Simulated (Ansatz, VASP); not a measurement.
## One calculation of CdSe, two programs

The input INCAR:

```
SYSTEM = CdSe
ALGO     = Fast           ! electronic algorithm
EDIFF    = 1E-7           ! SCF threshold, eV
ENCUT    = 520            ! plane-wave cutoff, eV
GGA      = CA             ! functional
ISIF     = 2              ! what is computed and relaxed
ISMEAR   = 0              ! smearing method
LASPH    = .TRUE.         ! aspherical terms in the spheres
LCHARG   = .FALSE.        ! write CHGCAR
LREAL    = .FALSE.        ! projectors in reciprocal space
LWAVE    = .FALSE.        ! write WAVECAR
NBANDS   = 16             ! bands
NELM     = 100            ! most SCF steps
PREC     = Accurate       ! precision mode
SIGMA    = 0.15           ! smearing width, eV
```

File KPOINTS:

```
k-points
0
G
  14 14 14
  0 0 0
```

POSCAR

```
CdSe
1.0
    0.0000000000      2.7877392600      2.9601767400
    2.7877392600      0.0000000000      2.9601767400
    2.7877392600      2.7877392600      0.0000000000
Cd Se
1 1
Direct
    0.0000000000      0.0000000000      0.0000000000
    0.5000000000      0.5000000000      0.5000000000
```

Input for Ansatz:

```yaml
crystal:
  lattice:
    - [0.0, 2.78773926, 2.96017674]
    - [2.78773926, 0.0, 2.96017674]
    - [2.78773926, 2.78773926, 0.0]
  atoms:
    - { symbol: Cd, position: [0.0, 0.0, 0.0] }
    - { symbol: Se, position: [0.5, 0.5, 0.5] }
basis:
  ecutwfc: 420
kpoints:
  mp_grid: { grid: [14, 14, 14] }
hamiltonian:
  xc: lda
scf:
  occupations: { method: gaussian, width: 0.15 }
output:
  forces: true
  stress: true
  eigenvalues: true
```

Change from the starting cell: strain -0.030 along x and y, +0.030 along z, atoms carried along.

Alike in both runs: task single point; functional LDA; k mesh 14 × 14 × 14; occupations gaussian, width 0.15 eV; no spin polarisation.

|  | VASP | Ansatz |
| --- | --- | --- |
| version | VASP 6.6.1 | Ansatz 0.2.0 |
| potentials or method | VASP PAW LDA potentials, release 64 (Cd, Se) | scalar-relativistic, plane waves, PAW |
| plane-wave cutoff (eV) | 520 | 420 |
| valence electrons in the cell | 18 | 36 |

|  | VASP | Ansatz | Ansatz less VASP |
| --- | --- | --- | --- |
| gap on the k mesh at the Fermi level (eV) | none | none | - |
| pressure (GPa) | -3.5 | -4.0 | -0.51 |
| largest component of the traceless stress (GPa) | 2.20 | 2.04 | -0.163 |

A gap of «none» marks a metal or a gap that the smearing closes. The two sets of potentials don't hold the same shells in valence.
